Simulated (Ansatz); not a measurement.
**Rh in Ansatz: the effect of functional**

Crystal: Rh.

```xyz
4
Lattice="2.6917 0.0000 0.0000 -1.3459 2.3311 0.0000 0.0000 0.0000 8.7981" Properties=species:S:1:pos:R:3 pbc="T T T"
Rh    1.3459    0.7770    6.5986
Rh    0.0000    0.0000    4.3990
Rh    0.0000    1.5541    2.1995
Rh    0.0000    0.0000    0.0000
```

This isn't the form of Rh at room conditions, which is fcc.

Alike in all runs:

| Quantity | Value |
| --- | --- |
| Program | Ansatz 0.2.0 |
| Task | projected density of states |
| Potentials or basis | Ansatz PAW |
| k mesh | 6 × 6 × 2 |
| Occupations | fermi-dirac, width 0.05 eV |
| Spin | no spin polarisation |

| functional | cutoff | pressure (GPa) |
| --- | --- | --- |
| LDA | 420 eV (not typed: the program's choice for these potentials) | -11.1 |
| PBEsol | 420 eV (not typed: the program's choice for these potentials) | -5.0 |
| r2SCAN | 500 eV (not typed: the program's choice for these potentials) | ? |
| HSE06 | 420 eV (not typed: the program's choice for these potentials) | -5.7 |
| PBE0 | 420 eV (not typed: the program's choice for these potentials) | -5.7 |
| r2SCAN0 | 500 eV (not typed: the program's choice for these potentials) | -9.4 |

What does the run with functional r2SCAN give?

Pressure -0.6 GPa.

Caveats: all runs use coarse meshes; the PAW data sets come from PBE, with cores solved anew for the run's functional, which leaves a small shift of forces and pressure; the density of states is complete only up to the lowest level of the last band computed; the thresholds are loose for stress (some runs).
